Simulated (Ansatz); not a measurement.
Levels of theory for LiCl (CsCl type)

All numbers come from Ansatz 0.2.0. The calculation is spin-unpolarised, and the structure need not be a phase that has been made.

The cell is LiCl, CsCl type; cell and atoms were relaxed with r2SCAN. Space group Pm-3m (No. 221), cubic; conventional cell a = 3.271 Å, 17.50 Å³ an atom. Li has 8 Cl at 2.83 Å; Cl has 8 Li at 2.83 Å.

```cif
data_structure
_symmetry_space_group_name_H-M 'Pm-3m'
_symmetry_Int_Tables_number 221
_cell_length_a 3.2711
_cell_length_b 3.2711
_cell_length_c 3.2711
_cell_angle_alpha 90.000
_cell_angle_beta 90.000
_cell_angle_gamma 90.000
_cell_volume 35.00
loop_
_atom_site_label
_atom_site_type_symbol
_atom_site_symmetry_multiplicity
_atom_site_Wyckoff_symbol
_atom_site_fract_x
_atom_site_fract_y
_atom_site_fract_z
_atom_site_occupancy
Li1 Li 1 a 0.00000 0.00000 0.00000 1
Cl1 Cl 1 b 0.50000 0.50000 0.50000 1
```

Gaps on the r2SCAN cell, each the least over its mesh and the special points:
```tsv
level	k mesh	gap (eV)	kind	edges	least direct gap (eV)	rough cost
LDA	8×8×8	4.14	indirect	M → Γ	4.95	2.4 core-seconds
PBE	8×8×8	4.42	indirect	M → Γ	5.19	3 core-seconds
r2SCAN	8×8×8	5.25	indirect	M → Γ	5.82	5 core-seconds
HSE06	6×6×6	5.68	indirect	M → Γ	6.42	110 core-seconds
DDH-PBE0	6×6×6	6.97	indirect	M → Γ	7.73	110 core-seconds
PBE0	6×6×6	6.39	indirect	M → Γ	7.16	110 core-seconds
r2SCAN0	6×6×6	6.90	indirect	M → Γ	7.54	2.2 core-minutes
G0W0@PBE (104 empty bands, 120 eV, 4×4×4)	4×4×4	6.47	–	M → Γ (mesh)	–	14 core-seconds
G0W0@PBE (259 empty bands, 220 eV, 4×4×4)	4×4×4	6.65	–	M → Γ (mesh)	–	70 core-seconds
```
PBE: smearing of 0.02 eV; the others have fixed occupations.
Wave cutoffs: 420 eV, 500 eV (r2SCAN, r2SCAN0). Set aside, since their points miss a band edge that the other levels read or their mesh is too coarse: LC-ωPBE.
The G0W0 gap is PBE's gap over the path plus the quasiparticle shift read on the mesh. No extrapolation in bands, cutoff or mesh was made for G0W0.
Costs come from shared machines and give only the order; PBE's includes the band path.

HSE06 gives an indirect gap of 5.68 eV, from M to Γ; the least direct gap is 6.42 eV at M.

r2SCAN covers 66 % of the step from PBE to HSE06, while HSE06 needs about 22 times r2SCAN's cost (on a coarser mesh). Among these functionals the gap stays indirect.

r2SCAN (ground state on 6×6×6): The electronic dielectric tensor ε∞ is 2.91 in all directions. Born charges, averaged over directions: Li +1.27, Cl -1.27 e. PBE (ground state on 6×6×6): ε∞: 3.11 in all directions. Born charges, averaged over directions: Li +1.29, Cl -1.29 e.

The meshes of the hybrids are coarse, so their gaps aren't converged to the digits shown.
